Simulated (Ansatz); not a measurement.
# Si2Mo: pressure against volume

How stiff is Si2Mo, and at what volume does the pressure vanish? The cell is scaled evenly, atoms carried along, and solved with LAPW, PAW and all-electron datasets made for the crystal.

Program: Ansatz 0.2.0. Level of theory: DFT PBEsol, scalar-relativistic. These are calculated values, not measurements.

**1. The starting structure**

Symmetry: I4/mmm, No. 139, tetragonal system. Conventional cell: a = 3.200 Å, b = 3.200 Å, c = 7.861 Å, α = 90.00°, β = 90.00°, γ = 90.00°. Si (site symmetry 4mm) is surrounded by 5 Si at 2.61 to 2.63 Å and 5 Mo at 2.62 Å. Mo (site symmetry 4/mmm) has 10 Si at 2.62 Å as nearest neighbours.

Structure file:

```
Si Mo
1.0
    -1.60000    1.60000    3.93050
     1.60000   -1.60000    3.93050
     1.60000    1.60000   -3.93050
Si Mo
2 1
Cartesian
  0.0000 0.0000 2.6177
  0.0000 0.0000 5.2433
  0.0000 0.0000 0.0000
```

Atoms are numbered in the order of the input: Si1, Si2, Mo3.

**2. Volume × 0.94, LAPW**

input.yaml reads:

```yaml
crystal:
  lattice:
    - [-1.5673377739, 1.5673377739, 3.8502632003]
    - [1.5673377739, -1.5673377739, 3.8502632003]
    - [1.5673377739, 1.5673377739, -3.8502632003]
  atoms:
    - { symbol: Si, position: [0.333, 0.333, 0.0] }
    - { symbol: Si, position: [0.667, 0.667, 0.0] }
    - { symbol: Mo, position: [0.0, 0.0, 0.0] }
kpoints:
  mp_grid: { grid: [12, 12, 16] }
  band_path:
    path:
      - [0.0, 0.0, 0.0]
      - [0.0, 0.0, 0.5]
      - [0.25, 0.25, 0.25]
      - [0.0, 0.5, 0.0]
      - [0.0, 0.0, 0.0]
      - [0.5, 0.5, -0.5]
      - [0.2914270847, 0.7085729153, -0.2914270847]
      - [-0.2914270847, 0.2914270847, 0.2914270847]
      - [0.0, 0.0, 0.0]
    npoints: 5
scf:
  occupations: { method: fermi_dirac, width: 0.03 }
hamiltonian:
  xc: pbesol
  pseudopotentials: { kind: all_electron, lapw: { basis_error: 0.001 } }
output:
  forces: true
  stress: true
  eigenvalues: true
```

Launch:

```
$ ansatz run input.yaml --threads 1 --pin off --max-ram 6144MiB --backend cpu --events-out ev --progress --plain --runs-dir out
```

Standard output, cut to the lines that bear on the results:

```text
Warning: crystal.symmetry: narrowed to the stabiliser of the k-point mesh — unitary ops 16 → 4; excluded 12 operations that carry a point of the 12×12×16 mesh (shift [0, 0, 0]) off the mesh (the run samples exactly the mesh kpoints.mp_grid names, as under crystal.symmetry.detect: false, [...]
LAPW: plane waves up to 7.839 Å⁻¹, error target 1.0e-3 eV per atom; small_component_spin mean_spin; Si in spheres of 1.152 Å, 12 of its electrons in bands, Dirac shells []; Mo in spheres of 1.411 Å, 30 of its electrons in bands, Dirac shells []
[...]
Pseudopotentials: kind: all_electron
Pseudopotential: Si, LAPW, valence charge 12, Koelling and Harmon's equation, gaussian nucleus
Pseudopotential: Mo, LAPW, valence charge 30, Koelling and Harmon's equation, gaussian nucleus
Functional definition: PBEsol
[...]
Crystal: 3 atoms, lattice volume = 37.833 Å³
Basis set: ecut = 234.1485309923259 eV, 309 PW (Γ), FFT grids on a1+a3, a2+a3, a3, exchange–correlation at level 2
Bands: 33, of which v1, the nominal top of the filled ones, is band 27 counted from 1 (26 counted from 0)
Symmetry: 4 space group operations
k-points: 632 of 2304
[...]
SCF iter   1: F=—  HF=-125877.782627 eV  |F-HF|=—  |Δ(HF+E_count)|=         —  Δρ=4.38e-2  dr2=7.84e-1  ethr=1.45e-3  ⟨swp⟩=2.0  Hψ=134344  notcnv=0
[...]
the basis was enlarged: its passes take 370.2 KiB over the memory plan, 1 of 1 planned eigensolver slots
[...]
SCF iter  10: F=-125876.971570 eV  HF=-125876.971570 eV  |F-HF|=7.03e-9  |Δ(HF+E_count)|=   6.47e-8  Δρ=2.65e-6  dr2=4.70e-9  ethr=3.91e-10  ⟨swp⟩=2.0  Hψ=58640  notcnv=0
[...]
NSCF: frozen V_eff on 41 k-points
SCF converged after 10 iterations
Free energy (F): -125876.971570 eV
[...]
E sigma→0 (E₀):  -125876.971246 eV
Entropy (-TS):   -0.000647 eV (-0.216 meV/atom)
Fermi energy:    19.367917 eV
[...]
--- Forces (eV/Å), atoms counted from 1 ---
  atom   1  Si     0.00078836     0.00078836     0.23168774
  atom   2  Si    -0.00078836    -0.00078836    -0.23168774
  atom   3  Mo    -0.00000000    -0.00000000     0.00000000
[...]
--- Stress (GPa, compression-positive) ---
       12.001921       0.026581      -0.008187
        0.026581      12.001921      -0.008187
       -0.008187      -0.008187      12.699420
  P = ⅓ Tr σ = 12.2344 GPa (122.344 kbar)
--- Band table (eV; the first three rows and the last of 632) ---
[...]
```

It took 2.7 min on 1 thread of Arm Neoverse V2, shared host; peak memory 1.9 GiB.

In short: pressure 12.23 GPa; no gap; largest force 0.232 eV/Å.

**3. Volume × 0.94, PAW**

input.yaml reads:

```yaml
crystal:
  lattice:
    - [-1.5673377739, 1.5673377739, 3.8502632003]
    - [1.5673377739, -1.5673377739, 3.8502632003]
    - [1.5673377739, 1.5673377739, -3.8502632003]
  atoms:
    - { symbol: Si, position: [0.333, 0.333, 0.0] }
    - { symbol: Si, position: [0.667, 0.667, 0.0] }
    - { symbol: Mo, position: [0.0, 0.0, 0.0] }
kpoints:
  mp_grid: { grid: [12, 12, 16] }
scf:
  occupations: { method: fermi_dirac, width: 0.03 }
hamiltonian:
  xc: pbesol
  pseudopotentials: { kind: paw }
output:
  forces: true
  stress: true
  eigenvalues: true
  efg: { contact_densities: true }
```

Launch:

```
$ ansatz run input.yaml --threads 1 --pin off --max-ram 6144MiB --backend cpu --events-out ev --progress --plain --runs-dir out
```

Standard output, cut to the lines that bear on the results:

```text
Warning: crystal.symmetry: narrowed to the stabiliser of the k-point mesh — unitary ops 16 → 4; excluded 12 operations that carry a point of the 12×12×16 mesh (shift [0, 0, 0]) off the mesh (the run samples exactly the mesh kpoints.mp_grid names, as under crystal.symmetry.detect: false, [...]
Mo: output.efg is read without spin–orbit coupling, which moves field gradients at and beside such atoms by some per cent and up to a factor of two; PAW files take it under magnetization.noncollinear and magnetization.spin_orbit
[...]
Pseudopotentials: kind: paw
Pseudopotential: Si, paw, valence charge 4, recommended cutoff 420 eV (normal)
Pseudopotential: Mo, paw, valence charge 14, recommended cutoff 420 eV (normal)
[... 1 set-up line as earlier in the session ...]
[...]
Crystal: 3 atoms, lattice volume = 37.833 Å³
Basis set: ecut = 420 eV, 761 PW (Γ), FFT grids on a1+a3, a2+a3, a3, exchange–correlation on 48×48×60 points (8 copies of the dense FFT grid, shifted against one another)
[...]
  atom   2  Si    -0.00079436    -0.00079436    -0.23262634
  atom   3  Mo    -0.00000000    -0.00000000     0.00000000
[...]
--- Stress (GPa, compression-positive) ---
       11.972235       0.026389      -0.008200
        0.026389      11.972235      -0.008200
       -0.008200      -0.008200      12.675711
  P = ⅓ Tr σ = 12.2067 GPa (122.067 kbar)
--- PAW observables at the nuclei: V_zz in 10²¹ V/m², potentials from the cell's mean, atoms counted from 1 ---
  atom   1  Si V_zz =    -1.344377   η = 0.0007   by run symmetry: allowed
            electrostatic potential = -1369.634014 V   contact ρ = 12760.803582 e/Å³
  atom   2  Si V_zz =    -1.344377   η = 0.0007   by run symmetry: allowed
            electrostatic potential = -1369.634014 V   contact ρ = 12760.803582 e/Å³
  atom   3  Mo V_zz =    -6.706351   η = 0.0085   by run symmetry: allowed
            electrostatic potential = -6359.446036 V   contact ρ = 594300.705679 e/Å³
--- Band table (eV; the first three rows and the last of 632) ---
  k-point 0: bands = ["-43.4904", "-17.7323", "-17.5904", "-17.5896", "3.1336", "10.3282", "13.7086", "13.7178", "14.2402", "14.2405", "17.5208", "19.9328", "20.5618", "20.9013", "20.9016"]
[...]
```

Run time: 15 s. Hardware: 1 thread of Arm Neoverse V2, shared host; peak memory 0.58 GiB.

Read from it: pressure 12.21 GPa; no gap; largest force 0.233 eV/Å; Vzz Si1 -1.3, Mo3 -6.7 (10²¹ V/m²).

**4. Volume × 0.94, crystal datasets**

Edit input.yaml of step 3 so:

```diff
@@ -15,3 +15,3 @@
   xc: pbesol
-  pseudopotentials: { kind: paw }
+  pseudopotentials: { kind: all_electron, datasets: crystal }
 output:
```

Launch:

```
$ ansatz run input.yaml --threads 1 --pin off --max-ram 6144MiB --backend cpu --events-out ev --progress --plain --runs-dir out
```

Standard output, cut to the lines that bear on the results:

```text
Warning: crystal.symmetry: narrowed to the stabiliser of the k-point mesh — unitary ops 16 → 4; excluded 12 operations that carry a point of the 12×12×16 mesh (shift [0, 0, 0]) off the mesh (the run samples exactly the mesh kpoints.mp_grid names, as under crystal.symmetry.detect: false, [...]
Mo: output.efg is read without spin–orbit coupling, which moves field gradients at and beside such atoms by some per cent and up to a factor of two; PAW files take it under magnetization.noncollinear and magnetization.spin_orbit
[...]
[... 1 set-up line as earlier in the session ...]
Pseudopotential: Si, paw, valence charge 12, recommended cutoff 300 eV (normal), Koelling and Harmon's equation, gaussian nucleus
Pseudopotential: Mo, paw, valence charge 14, recommended cutoff 300 eV (normal), Koelling and Harmon's equation, gaussian nucleus
[... 1 set-up line as earlier in the session ...]
[...]
Crystal: 3 atoms, lattice volume = 37.833 Å³
[...]
  atom   2  Si    -0.00078841    -0.00078841    -0.23153853
  atom   3  Mo     0.00000000     0.00000000     0.00000000
[...]
--- Stress (GPa, compression-positive) ---
       11.999618       0.026574      -0.008197
        0.026574      11.999618      -0.008197
       -0.008197      -0.008197      12.697122
  P = ⅓ Tr σ = 12.2321 GPa (122.321 kbar)
  It holds what live shells' own plane waves past their cutoff add
--- PAW observables at the nuclei: V_zz in 10²¹ V/m², potentials from the cell's mean, atoms counted from 1 ---
  atom   1  Si V_zz =    -1.313939   η = 0.0006   by run symmetry: allowed
            electrostatic potential = -1368.122337 V   contact ρ = 12769.704432 e/Å³
  atom   2  Si V_zz =    -1.313939   η = 0.0006   by run symmetry: allowed
            electrostatic potential = -1368.122337 V   contact ρ = 12769.704432 e/Å³
  atom   3  Mo V_zz =    -6.775072   η = 0.0085   by run symmetry: allowed
            electrostatic potential = -6357.604279 V   contact ρ = 594349.178918 e/Å³
--- Band table (eV; the first three rows and the last of 632) ---
  k-point 0: bands = ["5.4081", "12.6015", "15.9805", "15.9938", "16.5151", "16.5153", "19.7973", "22.2113", "22.8331"]
[...]
```

Run time: 44 s. Hardware: 1 thread of Arm Neoverse V2, shared host; peak memory 1.2 GiB.

This run gives: pressure 12.23 GPa; no gap; largest force 0.232 eV/Å; Vzz Si1 -1.3, Mo3 -6.8 (10²¹ V/m²).

**5. Volume × 0.98, LAPW**

input.yaml reads:

```yaml
crystal:
  lattice:
    - [-1.5892614214, 1.5892614214, 3.9041200105]
    - [1.5892614214, -1.5892614214, 3.9041200105]
    - [1.5892614214, 1.5892614214, -3.9041200105]
  atoms:
    - { symbol: Si, position: [0.333, 0.333, 0.0] }
    - { symbol: Si, position: [0.667, 0.667, 0.0] }
    - { symbol: Mo, position: [0.0, 0.0, 0.0] }
kpoints:
  mp_grid: { grid: [12, 12, 16] }
  band_path:
    path:
      - [0.0, 0.0, 0.0]
      - [0.0, 0.0, 0.5]
      - [0.25, 0.25, 0.25]
      - [0.0, 0.5, 0.0]
      - [0.0, 0.0, 0.0]
      - [0.5, 0.5, -0.5]
      - [0.2914270847, 0.7085729153, -0.2914270847]
      - [-0.2914270847, 0.2914270847, 0.2914270847]
      - [0.0, 0.0, 0.0]
    npoints: 5
scf:
  occupations: { method: fermi_dirac, width: 0.03 }
hamiltonian:
  xc: pbesol
  pseudopotentials: { kind: all_electron, lapw: { basis_error: 0.001 } }
output:
  forces: true
  stress: true
  eigenvalues: true
```

Launch:

```
$ ansatz run input.yaml --threads 1 --pin off --max-ram 6144MiB --backend cpu --events-out ev --progress --plain --runs-dir out
```

Standard output, cut to the lines that bear on the results:

```text
Warning: crystal.symmetry: narrowed to the stabiliser of the k-point mesh — unitary ops 16 → 4; excluded 12 operations that carry a point of the 12×12×16 mesh (shift [0, 0, 0]) off the mesh (the run samples exactly the mesh kpoints.mp_grid names, as under crystal.symmetry.detect: false, [...]
LAPW: plane waves up to 7.710 Å⁻¹, error target 1.0e-3 eV per atom; small_component_spin mean_spin; Si in spheres of 1.164 Å, 12 of its electrons in bands, Dirac shells []; Mo in spheres of 1.434 Å, 24 of its electrons in bands, Dirac shells []
[...]
[... 2 set-up lines as earlier in the session ...]
Pseudopotential: Mo, LAPW, valence charge 24, Koelling and Harmon's equation, gaussian nucleus
[... 1 set-up line as earlier in the session ...]
[...]
Crystal: 3 atoms, lattice volume = 39.443 Å³
Basis set: ecut = 226.46065861572498 eV, 309 PW (Γ), FFT grids on a1+a3, a2+a3, a3, exchange–correlation at level 2
[...]
[... 1 set-up line as earlier in the session ...]
k-points: 632 of 2304
[...]
SCF iter   1: F=—  HF=-125877.897026 eV  |F-HF|=—  |Δ(HF+E_count)|=         —  Δρ=4.28e-2  dr2=8.17e-1  ethr=1.70e-3  ⟨swp⟩=2.0  Hψ=121734  notcnv=0
[...]
the basis was enlarged: its passes take 404.9 KiB over the memory plan, 1 of 1 planned eigensolver slots
[...]
SCF iter  10: F=-125877.039824 eV  HF=-125877.039824 eV  |F-HF|=1.67e-8  |Δ(HF+E_count)|=   6.37e-8  Δρ=3.30e-6  dr2=9.07e-9  ethr=5.01e-10  ⟨swp⟩=2.0  Hψ=51502  notcnv=0
[...]
NSCF: frozen V_eff on 41 k-points
SCF converged after 10 iterations
Free energy (F): -125877.039824 eV
[...]
E sigma→0 (E₀):  -125877.039478 eV
Entropy (-TS):   -0.000691 eV (-0.230 meV/atom)
Fermi energy:    18.476832 eV
[...]
--- Forces (eV/Å), atoms counted from 1 ---
  atom   1  Si     0.00071703     0.00071703     0.29975220
  atom   2  Si    -0.00071703    -0.00071703    -0.29975220
  atom   3  Mo     0.00000000     0.00000000     0.00000000
[...]
--- Stress (GPa, compression-positive) ---
        1.984222       0.019413      -0.006556
        0.019413       1.984222      -0.006556
       -0.006556      -0.006556       1.261055
  P = ⅓ Tr σ = 1.7432 GPa (17.432 kbar)
--- Band table (eV; the first three rows and the last of 632) ---
[...]
```

It took 2.4 min on 1 thread of Arm Neoverse V2, shared host; peak memory 1.7 GiB.

This run gives: pressure 1.74 GPa; no gap; largest force 0.300 eV/Å.

**6. Volume × 0.98, PAW**

input.yaml reads:

```yaml
crystal:
  lattice:
    - [-1.5892614214, 1.5892614214, 3.9041200105]
    - [1.5892614214, -1.5892614214, 3.9041200105]
    - [1.5892614214, 1.5892614214, -3.9041200105]
  atoms:
    - { symbol: Si, position: [0.333, 0.333, 0.0] }
    - { symbol: Si, position: [0.667, 0.667, 0.0] }
    - { symbol: Mo, position: [0.0, 0.0, 0.0] }
kpoints:
  mp_grid: { grid: [12, 12, 16] }
scf:
  occupations: { method: fermi_dirac, width: 0.03 }
hamiltonian:
  xc: pbesol
  pseudopotentials: { kind: paw }
output:
  forces: true
  stress: true
  eigenvalues: true
  efg: { contact_densities: true }
  write_density: true
  write_potential: true
  elf: true
  volumetric_format: npy
```

Launch:

```
$ ansatz run input.yaml --threads 1 --pin off --max-ram 6144MiB --backend cpu --events-out ev --progress --plain --runs-dir out
```

Standard output, cut to the lines that bear on the results:

```text
Warning: crystal.symmetry: narrowed to the stabiliser of the k-point mesh — unitary ops 16 → 4; excluded 12 operations that carry a point of the 12×12×16 mesh (shift [0, 0, 0]) off the mesh (the run samples exactly the mesh kpoints.mp_grid names, as under crystal.symmetry.detect: false, [...]
Mo: output.efg is read without spin–orbit coupling, which moves field gradients at and beside such atoms by some per cent and up to a factor of two; PAW files take it under magnetization.noncollinear and magnetization.spin_orbit
[...]
[... 4 set-up lines as earlier in the session ...]
[...]
Crystal: 3 atoms, lattice volume = 39.443 Å³
Basis set: ecut = 420 eV, 769 PW (Γ), exchange–correlation on 64×64×64 points (8 copies of the dense FFT grid, shifted against one another)
[...]
  atom   2  Si    -0.00072321    -0.00072321    -0.30044956
  atom   3  Mo     0.00000000     0.00000000     0.00000000
[...]
--- Stress (GPa, compression-positive) ---
        1.946906       0.019302      -0.006568
        0.019302       1.946906      -0.006568
       -0.006568      -0.006568       1.225009
  P = ⅓ Tr σ = 1.7063 GPa (17.063 kbar)
--- PAW observables at the nuclei: V_zz in 10²¹ V/m², potentials from the cell's mean, atoms counted from 1 ---
  atom   1  Si V_zz =    -1.221602   η = 0.0031   by run symmetry: allowed
            electrostatic potential = -1368.583887 V   contact ρ = 12761.146846 e/Å³
  atom   2  Si V_zz =    -1.221602   η = 0.0031   by run symmetry: allowed
            electrostatic potential = -1368.583887 V   contact ρ = 12761.146846 e/Å³
  atom   3  Mo V_zz =    -6.154268   η = 0.0097   by run symmetry: allowed
            electrostatic potential = -6358.369050 V   contact ρ = 594299.170791 e/Å³
--- Band table (eV; the first three rows and the last of 632) ---
  k-point 0: bands = ["-44.3464", "-18.5546", "-18.4389", "-18.4380", "2.6590", "9.7936", "12.8425", "13.1206", "13.5567", "13.5571", "16.6977", "19.2836", "19.4793", "19.9679", "19.9683"]
[...]
```

It took 24 s on 1 thread of Arm Neoverse V2, shared host; peak memory 0.62 GiB.

This run gives: pressure 1.71 GPa; no gap; largest force 0.300 eV/Å; Vzz Si1 -1.2, Mo3 -6.2 (10²¹ V/m²).

**7. Volume × 0.98, crystal datasets**

Edit input.yaml of step 6 so:

```diff
@@ -15,3 +15,3 @@
   xc: pbesol
-  pseudopotentials: { kind: paw }
+  pseudopotentials: { kind: all_electron, datasets: crystal }
 output:
@@ -21,5 +21 @@
   efg: { contact_densities: true }
-  write_density: true
-  write_potential: true
-  elf: true
-  volumetric_format: npy
```

Launch:

```
$ ansatz run input.yaml --threads 1 --pin off --max-ram 6144MiB --backend cpu --events-out ev --progress --plain --runs-dir out
```

Standard output, cut to the lines that bear on the results:

```text
Warning: crystal.symmetry: narrowed to the stabiliser of the k-point mesh — unitary ops 16 → 4; excluded 12 operations that carry a point of the 12×12×16 mesh (shift [0, 0, 0]) off the mesh (the run samples exactly the mesh kpoints.mp_grid names, as under crystal.symmetry.detect: false, [...]
Mo: output.efg is read without spin–orbit coupling, which moves field gradients at and beside such atoms by some per cent and up to a factor of two; PAW files take it under magnetization.noncollinear and magnetization.spin_orbit
[...]
[... 4 set-up lines as earlier in the session ...]
[...]
Crystal: 3 atoms, lattice volume = 39.443 Å³
[...]
  atom   2  Si    -0.00071707    -0.00071707    -0.29965074
  atom   3  Mo     0.00000000     0.00000000    -0.00000000
[...]
--- Stress (GPa, compression-positive) ---
        1.982351       0.019410      -0.006561
        0.019410       1.982351      -0.006561
       -0.006561      -0.006561       1.259694
  P = ⅓ Tr σ = 1.7415 GPa (17.415 kbar)
  It holds what live shells' own plane waves past their cutoff add
--- PAW observables at the nuclei: V_zz in 10²¹ V/m², potentials from the cell's mean, atoms counted from 1 ---
  atom   1  Si V_zz =    -1.195419   η = 0.0030   by run symmetry: allowed
            electrostatic potential = -1367.130654 V   contact ρ = 12770.044394 e/Å³
  atom   2  Si V_zz =    -1.195419   η = 0.0030   by run symmetry: allowed
            electrostatic potential = -1367.130654 V   contact ρ = 12770.044394 e/Å³
  atom   3  Mo V_zz =    -6.230277   η = 0.0097   by run symmetry: allowed
            electrostatic potential = -6356.556683 V   contact ρ = 594347.648725 e/Å³
--- Band table (eV; the first three rows and the last of 632) ---
  k-point 0: bands = ["4.8415", "11.9749", "15.0230", "15.3042", "15.7395", "15.7399", "18.8819", "21.4693", "21.6597"]
[...]
```

Run time: 65 s. Hardware: 1 thread of Arm Neoverse V2, shared host; peak memory 1.2 GiB.

Result: pressure 1.74 GPa; no gap; largest force 0.300 eV/Å; Vzz Si1 -1.2, Mo3 -6.2 (10²¹ V/m²).

**8. Volume × 1.01, LAPW**

input.yaml reads:

```yaml
crystal:
  lattice:
    - [-1.6053156537, 1.6053156537, 3.9435582355]
    - [1.6053156537, -1.6053156537, 3.9435582355]
    - [1.6053156537, 1.6053156537, -3.9435582355]
  atoms:
    - { symbol: Si, position: [0.333, 0.333, 0.0] }
    - { symbol: Si, position: [0.667, 0.667, 0.0] }
    - { symbol: Mo, position: [0.0, 0.0, 0.0] }
kpoints:
  mp_grid: { grid: [12, 12, 16] }
  band_path:
    path:
      - [0.0, 0.0, 0.0]
      - [0.0, 0.0, 0.5]
      - [0.25, 0.25, 0.25]
      - [0.0, 0.5, 0.0]
      - [0.0, 0.0, 0.0]
      - [0.5, 0.5, -0.5]
      - [0.2914270847, 0.7085729153, -0.2914270847]
      - [-0.2914270847, 0.2914270847, 0.2914270847]
      - [0.0, 0.0, 0.0]
    npoints: 5
scf:
  occupations: { method: fermi_dirac, width: 0.03 }
hamiltonian:
  xc: pbesol
  pseudopotentials: { kind: all_electron, lapw: { basis_error: 0.001 } }
output:
  forces: true
  stress: true
  eigenvalues: true
```

Launch:

```
$ ansatz run input.yaml --threads 1 --pin off --max-ram 6144MiB --backend cpu --events-out ev --progress --plain --runs-dir out
```

Standard output, cut to the lines that bear on the results:

```text
Warning: crystal.symmetry: narrowed to the stabiliser of the k-point mesh — unitary ops 16 → 4; excluded 12 operations that carry a point of the 12×12×16 mesh (shift [0, 0, 0]) off the mesh (the run samples exactly the mesh kpoints.mp_grid names, as under crystal.symmetry.detect: false, [...]
LAPW: plane waves up to 7.620 Å⁻¹, error target 1.0e-3 eV per atom; small_component_spin mean_spin; Si in spheres of 1.173 Å, 12 of its electrons in bands, Dirac shells []; Mo in spheres of 1.452 Å, 24 of its electrons in bands, Dirac shells []
[...]
[... 4 set-up lines as earlier in the session ...]
[...]
Crystal: 3 atoms, lattice volume = 40.651 Å³
Basis set: ecut = 221.20895421760954 eV, 309 PW (Γ), FFT grids on a1+a3, a2+a3, a3, exchange–correlation at level 2
[...]
k-points: 632 of 2304
[...]
SCF iter   1: F=—  HF=-125877.919045 eV  |F-HF|=—  |Δ(HF+E_count)|=         —  Δρ=4.21e-2  dr2=8.42e-1  ethr=1.75e-3  ⟨swp⟩=2.0  Hψ=121704  notcnv=0
[...]
the basis was enlarged: its passes take 365.9 KiB over the memory plan, 1 of 1 planned eigensolver slots
[...]
SCF iter  10: F=-125877.027765 eV  HF=-125877.027765 eV  |F-HF|=2.59e-8  |Δ(HF+E_count)|=   6.68e-8  Δρ=3.93e-6  dr2=1.39e-8  ethr=5.70e-10  ⟨swp⟩=2.0  Hψ=51879  notcnv=0
[...]
NSCF: frozen V_eff on 41 k-points
SCF converged after 10 iterations
Free energy (F): -125877.027765 eV
[...]
E sigma→0 (E₀):  -125877.027402 eV
Entropy (-TS):   -0.000726 eV (-0.242 meV/atom)
Fermi energy:    17.849079 eV
[...]
--- Forces (eV/Å), atoms counted from 1 ---
  atom   1  Si     0.00065803     0.00065803     0.34547047
  atom   2  Si    -0.00065803    -0.00065803    -0.34547047
  atom   3  Mo    -0.00000000    -0.00000000     0.00000000
[...]
--- Stress (GPa, compression-positive) ---
       -4.229217       0.013325      -0.005528
        0.013325      -4.229217      -0.005528
       -0.005528      -0.005528      -5.802399
  P = ⅓ Tr σ = -4.7536 GPa (-47.536 kbar)
--- Band table (eV; the first three rows and the last of 632) ---
[...]
```

Wall time 2.4 min (1 thread of Arm Neoverse V2, shared host); peak memory 1.7 GiB.

This run gives: pressure -4.75 GPa; no gap; largest force 0.345 eV/Å.

(Part 1 of 2 ends here.)
